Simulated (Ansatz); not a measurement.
BaTe:

```
Ba Te
1.0
     0.00000    3.41000    3.41000
     3.41000    0.00000    3.41000
     3.41000    3.41000    0.00000
Ba Te
1 1
Direct
  0.00000 0.00000 0.00000
  0.50000 0.50000 0.50000
```

Base run:

| Item | Value |
| --- | --- |
| Program | Ansatz 0.2.0 |
| Functional | HSE06 |
| Potentials or basis | all-electron PAW datasets made for the crystal |
| Cutoff | 270 eV (chosen from the basis error) |
| k mesh | 6 × 6 × 6 |
| Occupations | fermi-dirac, width 0.05 eV |
| Spin | no spin polarisation |

Its results: band gap on the k mesh 2.10 eV, indirect (least direct gap 2.50 eV); pressure 3.6 GPa.

Problem. The run is repeated on the same cell with these changes: functional from HSE06 to PBEsol; cutoff from 270 eV (chosen from the basis error) to 240 eV (chosen from the basis error). What comes out?

Solution. Band gap on the k mesh 1.34 eV, indirect (least direct gap 1.68 eV); pressure 1.9 GPa.

HSE06 gives the wider gap, since exact exchange removes part of the self-interaction.

Caveats: spin-orbit coupling is left out, which moves the levels of the heavy elements.

A k mesh can miss the band edges.

The runs don't all hold the same shells in valence.
